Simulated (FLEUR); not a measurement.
# Ti (Fm-3m) in FLEUR: settings compared

One crystal, Ti, is run at these levels: HSE06, PBE; tasks: single point.

Everything below comes from runs of FLEUR MaX-R8.1 (patched build s14). Logs are shortened: lines on timing, memory, paths and dates and some standing lists are left out, and cuts for length are marked.

## (1) Starting point

It takes space group Fm-3m (No. 225, cubic). Conventional cell: a = 4.060 Å, b = 4.060 Å, c = 4.060 Å, α = 90.00°, β = 90.00°, γ = 90.00°. Ti (site symmetry m-3m) has 12 Ti at 2.87 Å as nearest neighbours.

This isn't the form of Ti at room conditions, which is hcp.

## (2) Single point, HSE06

File inp.xml:

```xml
<?xml version="1.0" encoding="UTF-8" standalone="no"?>
<fleurInput fleurInputVersion="0.39">
   <comment>
      Ti                                                                                                  
   </comment>
   <calculationSetup>
      <cutoffs Kmax="4.1" Gmax="12.7" GmaxXC="12.7" numbands="34"/>
      <scfLoop itmax="30" minDistance="0.0001" maxIterBroyd="15" imix="Anderson" alpha="0.05" precondParam="0.0" spinf="2.0"/>
      <coreElectrons ctail="T" frcor="F" kcrel="0" coretail_lmax="0"/>
      <xcFunctional name="hse" relativisticCorrections="F"/>
      <magnetism jspins="1"/>
      <prodBasis gcutm="3.0" bands="30" tolerance="0.0001" lexp="16" ewaldlambda="3"/>
      <soc l_soc="F" theta="0.0" phi="0.0" spav="F"/>
      <expertModes spex="0" secvar="F"/>
      <geometryOptimization l_f="F" forcealpha="1.0" forcemix="BFGS" epsdisp="0.00001" epsforce="0.00001"/>
      <ldaU l_linMix="F" mixParam="0.05" spinf="1.0"/>
   </calculationSetup>
   <cell>
      <bzIntegration valenceElectrons="12.0" mode="hist" fermiSmearingEnergy="0.00183747">
         <kPointListSelection listName="default-1"/>
         <!-- k-points included here -->
         <xi:include xmlns:xi="http://www.w3.org/2001/XInclude" href="kpts.xml"> </xi:include>
      </bzIntegration>
      <!-- symmetry operations included here -->
      <xi:include xmlns:xi="http://www.w3.org/2001/XInclude" href="sym.xml"> </xi:include>
      <bulkLattice scale="1.0">
         <bravaisMatrix>
            <row-1>    0.0000000000000000     3.8361440329379994     3.8361440329379994</row-1>
            <row-2>    3.8361440329379994     0.0000000000000000     3.8361440329379994</row-2>
            <row-3>    3.8361440329379994     3.8361440329379994     0.0000000000000000</row-3>
         </bravaisMatrix>
      </bulkLattice>
   </cell>
   <atomSpecies>
      <species name="Titanium (Ti)" element="Ti" atomicNumber="22">
         <mtSphere radius="2.51" gridPoints="829" logIncrement="0.015"/>
         <atomicCutoffs lmax="10" lnonsphr="10"/>
         <electronConfig flipSpins="F">
            <coreConfig>(1s1/2) (2s1/2) (2p1/2) (2p3/2)</coreConfig>
            <valenceConfig>(3s1/2) (3p1/2) (3p3/2) (4s1/2) (3d3/2) (3d5/2)</valenceConfig>
            <stateOccupation state="(3d3/2)" spinUp="0.400000" spinDown="0.400000"/>
            <stateOccupation state="(3d5/2)" spinUp="0.600000" spinDown="0.600000"/>
         </electronConfig>
         <energyParameters s="4" p="4" d="3" f="4"/>
         <prodBasis lcutm="4" lcutwf="10" select="4 0 4 2"/>
         <lo type="SCLO" l="0" n="3" eDeriv="0"/>
         <lo type="SCLO" l="1" n="3" eDeriv="0"/>
         <lo type="SCLO" l="1" n="3" eDeriv="1"/>
         <lo type="SCLO" l="2" n="3" eDeriv="2"/>
         <lo type="SCLO" l="3" n="4" eDeriv="2"/>
      </species>
   </atomSpecies>
   <atomGroups>
      <atomGroup species="Titanium (Ti)">
         <relPos label="                   1">.0000000000 .0000000000 .0000000000</relPos>
         <force calculate="T" relaxXYZ="TTT"/>
      </atomGroup>
   </atomGroups>
   <output dos="F" band="F" slice="F">
      <checks vchk="F" cdinf="F"/>
      <bandDOS minEnergy="-.5*Htr" maxEnergy="0.5*Htr" sigma="0.015" storeEVData="T"/>
      <vacuumDOS vacdos="F" integ="F" star="F" nstars="0" locx1="0.0" locy1="0.0" locx2="0.0" locy2="0.0" nstm="0" tworkf="0.0"/>
      <unfoldingBand unfoldBand="F" supercellX="1" supercellY="1" supercellZ="1"/>
      <plotting iplot="0" polar="F">
         <plot TwoD="T" vec1="  1.0  0.0  0.0" vec2="  0.0  1.0  0.0" vec3="  0.0  0.0  1.0" zero="  0.0  0.0  0.0" file="plot"/>
      </plotting>
      <chargeDensitySlicing numkpt="0" minEigenval="0.0" maxEigenval="0.0" nnne="0" pallst="F"/>
      <specialOutput eonly="F"/>
      <magneticCircularDichroism mcd="F" energyLo="-10.0" energyUp="0.0"/>
   </output>
  <!-- We include the file relax.xml here to enable relaxations (see documentation) -->
  <xi:include xmlns:xi="http://www.w3.org/2001/XInclude" href="relax.xml"> <xi:fallback/> </xi:include>
</fleurInput>
```

File crystal.txt:

```
Ti
&input cartesian=F /
0.0000000000  2.0300000000  2.0300000000
2.0300000000  0.0000000000  2.0300000000
2.0300000000  2.0300000000  0.0000000000
1.8897261246
1.0 1.0 1.0

1
22 0.0000000000  0.0000000000  0.0000000000

&kpt div1=5 div2=5 div3=5 gamma=T /
```

Potentials or basis: all-electron, FLAPW.

Started as:

```
$ inpgen -f crystal.txt -profile fastHighL; OMP_NUM_THREADS=2 fleur -warn_only
```

What it wrote:

```text
Welcome to FLEUR        (www.flapw.de)
      MaX-Release 8.1          (www.max-centre.eu)
************FLEUR-Warning*****************
Error message: Hybrid calculations should always use HDF5
*****************************************
 bands (prodBasis in inp.xml) is read and not used: the non-local exchange is built in the LAPW basis itself, without a cut in the bands.

 ========== k-point set info ==========
 Selected k-point list: default-1
 k-point list type: mesh
 5 x 5 x 5
 Number of k points: 10

 ------------Calculation Setup---------------------------
 Number of OMP-threads    :            2
 Number of basis functions:          172
 Approximate size of matrices (H+S) per k-point:         0.000 GB
 --------------------------------------------------------
 Iteration:           1  Distance:   7.3524829581346172       hyb distance:  -1.0000000000000000
 Iteration:           2  Distance:   6.5828865102354035       hyb distance:   7.3524829581346172
 Iteration:           3  Distance:   2.5815036143994323       hyb distance:   6.5828865102354035
 Iteration:           4  Distance:   1.5620631488028598       hyb distance:   2.5815036143994323
 Iteration:           5  Distance:  0.31541897713946476       hyb distance:   1.5620631488028598
 Iteration:           6  Distance:  0.20203866162399817       hyb distance:  0.31541897713946476
 Iteration:           7  Distance:   3.6759678666833676E-002  hyb distance:  0.20203866162399817
 Iteration:           8  Distance:   1.1034991817932543E-003  hyb distance:   3.6759678666833676E-002
 Iteration:           9  Distance:   9.7610985518859687E-004  hyb distance:   1.1034991817932543E-003
 Iteration:          10  Distance:   4.5736524991152544E-005  hyb distance:   9.7610985518859687E-004
 iterHF =    1
 start of coulomb calculation
 coulomb pw-loop nk: (1/10)
 coulomb pw-loop nk: (2/10)
 coulomb pw-loop nk: (3/10)
 coulomb pw-loop nk: (4/10)
 coulomb pw-loop nk: (5/10)
 coulomb pw-loop nk: (6/10)
 coulomb pw-loop nk: (7/10)
 coulomb pw-loop nk: (8/10)
 coulomb pw-loop nk: (9/10)
 coulomb pw-loop nk: (10/10)
 kpoint=            1
 calculate new HF matrix
 exchange_valence_hf
 Divergence:   1.0737916913950549
 core exchange calculation
 Screening parameter:   0.11000000000000000
 kpoint=            2
 exchange_valence_hf
 core exchange calculation
 Screening parameter:   0.11000000000000000
 kpoint=            3
 exchange_valence_hf
 core exchange calculation
 Screening parameter:   0.11000000000000000
 kpoint=            4
 exchange_valence_hf
 core exchange calculation
 Screening parameter:   0.11000000000000000
 kpoint=            5
 exchange_valence_hf
 core exchange calculation
 Screening parameter:   0.11000000000000000
 kpoint=            6
 exchange_valence_hf
 core exchange calculation
 Screening parameter:   0.11000000000000000
 kpoint=            7
 exchange_valence_hf
 core exchange calculation
 Screening parameter:   0.11000000000000000
 kpoint=            8
 exchange_valence_hf
 core exchange calculation
 Screening parameter:   0.11000000000000000
 kpoint=            9
 exchange_valence_hf
 core exchange calculation
 Screening parameter:   0.11000000000000000
 kpoint=           10
 exchange_valence_hf
 core exchange calculation
 Screening parameter:   0.11000000000000000
 Reset of history

[... 66 further cycles ...]
 Iteration:           3  Distance:   2.1886987262413135E-005  hyb distance:   1.6456996516612499E-004
 Iteration:           4  Distance:   2.4318999203327515E-006  hyb distance:   2.1886987262413135E-005
 iterHF =    11
 start of coulomb calculation
 coulomb pw-loop nk: (1/10)
 coulomb pw-loop nk: (2/10)
 coulomb pw-loop nk: (3/10)
 coulomb pw-loop nk: (4/10)
 coulomb pw-loop nk: (5/10)
 coulomb pw-loop nk: (6/10)
 coulomb pw-loop nk: (7/10)
 coulomb pw-loop nk: (8/10)
 coulomb pw-loop nk: (9/10)
 coulomb pw-loop nk: (10/10)
 kpoint=            1
 calculate new HF matrix
 exchange_valence_hf
 core exchange calculation
 Screening parameter:   0.11000000000000000
 kpoint=            2
 exchange_valence_hf
 core exchange calculation
 Screening parameter:   0.11000000000000000
 kpoint=            3
 exchange_valence_hf
 core exchange calculation
 Screening parameter:   0.11000000000000000
 kpoint=            4
 exchange_valence_hf
 core exchange calculation
 Screening parameter:   0.11000000000000000
 kpoint=            5
 exchange_valence_hf
 core exchange calculation
 Screening parameter:   0.11000000000000000
 kpoint=            6
 exchange_valence_hf
 core exchange calculation
 Screening parameter:   0.11000000000000000
 kpoint=            7
 exchange_valence_hf
 core exchange calculation
 Screening parameter:   0.11000000000000000
 kpoint=            8
 exchange_valence_hf
 core exchange calculation
 Screening parameter:   0.11000000000000000
 kpoint=            9
 exchange_valence_hf
 core exchange calculation
 Screening parameter:   0.11000000000000000
 kpoint=           10
 exchange_valence_hf
 core exchange calculation
 Screening parameter:   0.11000000000000000
 Reset of history
 Iteration:           0  Distance:   2.0879599238401062E-004  hyb distance:   2.4318999203327515E-006
 Iteration:           1  Distance:   1.9422987299633139E-004  hyb distance:   2.0879599238401062E-004
 Iteration:           2  Distance:   8.5275311698333593E-005  hyb distance:   1.9422987299633139E-004
 Iteration:           3  Distance:   1.1502940026571877E-005  hyb distance:   8.5275311698333593E-005
 iterHF =    12
 start of coulomb calculation
 coulomb pw-loop nk: (1/10)
 coulomb pw-loop nk: (2/10)
 coulomb pw-loop nk: (3/10)
 coulomb pw-loop nk: (4/10)
 coulomb pw-loop nk: (5/10)
 coulomb pw-loop nk: (6/10)
 coulomb pw-loop nk: (7/10)
 coulomb pw-loop nk: (8/10)
 coulomb pw-loop nk: (9/10)
 coulomb pw-loop nk: (10/10)
 kpoint=            1
 calculate new HF matrix
 exchange_valence_hf
 core exchange calculation
 Screening parameter:   0.11000000000000000
 kpoint=            2
 exchange_valence_hf
 core exchange calculation
 Screening parameter:   0.11000000000000000
 kpoint=            3
 exchange_valence_hf
 core exchange calculation
 Screening parameter:   0.11000000000000000
 kpoint=            4
 exchange_valence_hf
 core exchange calculation
 Screening parameter:   0.11000000000000000
 kpoint=            5
 exchange_valence_hf
 core exchange calculation
 Screening parameter:   0.11000000000000000
 kpoint=            6
 exchange_valence_hf
 core exchange calculation
 Screening parameter:   0.11000000000000000
 kpoint=            7
 exchange_valence_hf
 core exchange calculation
 Screening parameter:   0.11000000000000000
 kpoint=            8
 exchange_valence_hf
 core exchange calculation
 Screening parameter:   0.11000000000000000
 kpoint=            9
 exchange_valence_hf
 core exchange calculation
 Screening parameter:   0.11000000000000000
 kpoint=           10
 exchange_valence_hf
 core exchange calculation
 Screening parameter:   0.11000000000000000
 Reset of history
 Iteration:           0  Distance:   1.0054802070852138E-004  hyb distance:   1.1502940026571877E-005
 Iteration:           1  Distance:   9.4411903065041815E-005  hyb distance:   1.0054802070852138E-004
 Iteration:           2  Distance:   4.0787324459261488E-005  hyb distance:   9.4411903065041815E-005
 iterHF =    13
 start of coulomb calculation
 coulomb pw-loop nk: (1/10)
 coulomb pw-loop nk: (2/10)
 coulomb pw-loop nk: (3/10)
 coulomb pw-loop nk: (4/10)
 coulomb pw-loop nk: (5/10)
 coulomb pw-loop nk: (6/10)
 coulomb pw-loop nk: (7/10)
 coulomb pw-loop nk: (8/10)
 coulomb pw-loop nk: (9/10)
 coulomb pw-loop nk: (10/10)
 kpoint=            1
 calculate new HF matrix
 exchange_valence_hf
 core exchange calculation
 Screening parameter:   0.11000000000000000
 kpoint=            2
 exchange_valence_hf
 core exchange calculation
 Screening parameter:   0.11000000000000000
 kpoint=            3
 exchange_valence_hf
 core exchange calculation
 Screening parameter:   0.11000000000000000
 kpoint=            4
 exchange_valence_hf
 core exchange calculation
 Screening parameter:   0.11000000000000000
 kpoint=            5
 exchange_valence_hf
 core exchange calculation
 Screening parameter:   0.11000000000000000
 kpoint=            6
 exchange_valence_hf
 core exchange calculation
 Screening parameter:   0.11000000000000000
 kpoint=            7
 exchange_valence_hf
 core exchange calculation
 Screening parameter:   0.11000000000000000
 kpoint=            8
 exchange_valence_hf
 core exchange calculation
 Screening parameter:   0.11000000000000000
 kpoint=            9
 exchange_valence_hf
 core exchange calculation
 Screening parameter:   0.11000000000000000
 kpoint=           10
 exchange_valence_hf
 core exchange calculation
 Screening parameter:   0.11000000000000000
 Reset of history
 Iteration:           0  Distance:   7.2189350260083588E-005  hyb distance:   4.0787324459261488E-005

 ********************************************************************
 Run finished successfully
 Stop message:
   all done
 ********************************************************************
```

Wall time 6.9 min (2 threads of Intel Xeon Platinum 8259CL at 2.50GHz (Skylake/Cascade Lake), shared host); peak memory 0.07 GiB.

What came out:

- Free energy: -23232.6744 eV
- Band gap on the k mesh: none (metal or under the smearing width)
- Valence electrons inside the program's atomic spheres: Ti 10.60 (radii Ti 2.51 bohr)

Levels at points of the mesh, in eV from the Fermi level:
```tsv
k point	band 2	band 3	band 4	band 5	band 6	band 7	band 8	band 9	band 10	band 11
(0.00, 0.00, 0.00)	-35.54	-35.54	-35.54	-7.28	1.56	1.56	1.56	3.74	3.74	16.32
```

Core levels (eV from the Fermi level):
```csv
atom,levels
1 Ti,"1s1/2 -4862.6, 2s1/2 -531.7, 2p1/2 -442.8, 2p3/2 -437.0"
```

Caveat: the k mesh is coarse (spacing up to 0.54 Å⁻¹), so the values aren't converged, least of all with exact exchange; core states are solved in the semilocal potential.

## (3) Single point, PBE

Changes to inp.xml since step 2:

```diff
@@ -6,8 +6,7 @@
    <calculationSetup>
-      <cutoffs Kmax="4.1" Gmax="12.7" GmaxXC="12.7" numbands="34"/>
-      <scfLoop itmax="30" minDistance="0.0001" maxIterBroyd="15" imix="Anderson" alpha="0.05" precondParam="0.0" spinf="2.0"/>
+      <cutoffs Kmax="4.1" Gmax="12.7" GmaxXC="12.7" numbands="0"/>
+      <scfLoop itmax="60" minDistance="0.00001" maxIterBroyd="15" imix="Anderson" alpha="0.05" precondParam="0.0" spinf="2.0"/>
       <coreElectrons ctail="T" frcor="F" kcrel="0" coretail_lmax="0"/>
-      <xcFunctional name="hse" relativisticCorrections="F"/>
+      <xcFunctional name="pbe" relativisticCorrections="F"/>
       <magnetism jspins="1"/>
-      <prodBasis gcutm="3.0" bands="30" tolerance="0.0001" lexp="16" ewaldlambda="3"/>
       <soc l_soc="F" theta="0.0" phi="0.0" spav="F"/>
@@ -44,3 +43,2 @@
          <energyParameters s="4" p="4" d="3" f="4"/>
-         <prodBasis lcutm="4" lcutwf="10" select="4 0 4 2"/>
          <lo type="SCLO" l="0" n="3" eDeriv="0"/>
```

crystal.txt is that of step 2.

Potentials or basis: all-electron, FLAPW.

Started as:

```
$ inpgen -f crystal.txt -profile fastHighL; OMP_NUM_THREADS=2 fleur
```

Run time: 5 s. Hardware: 2 threads of Intel Xeon Platinum 8259CL at 2.50GHz (Skylake/Cascade Lake), shared host; peak memory 0.05 GiB.

It converged, with:

```yaml
Free_energy: -23233.5518 eV
Band_gap_on_the_k_mesh: none (metal or under the smearing width)
Valence_electrons_inside_the_program's_atomic_spheres: Ti 10.67 (radii Ti 2.51 bohr)
```

Levels at points of the mesh, in eV from the Fermi level:
| k point | band 4 | band 5 | band 6 | band 7 | band 8 | band 9 |
| --- | --- | --- | --- | --- | --- | --- |
| (0.00, 0.00, 0.00) | -32.31 | -6.06 | 1.01 | 1.01 | 1.01 | 2.74 |

Core levels (eV from the Fermi level):
| atom | levels |
| --- | --- |
| 1 Ti | 1s1/2 -4861.8, 2s1/2 -530.6, 2p1/2 -441.8, 2p3/2 -436.0 |

Caveat: the k mesh is coarse (spacing up to 0.54 Å⁻¹), so the values aren't converged.
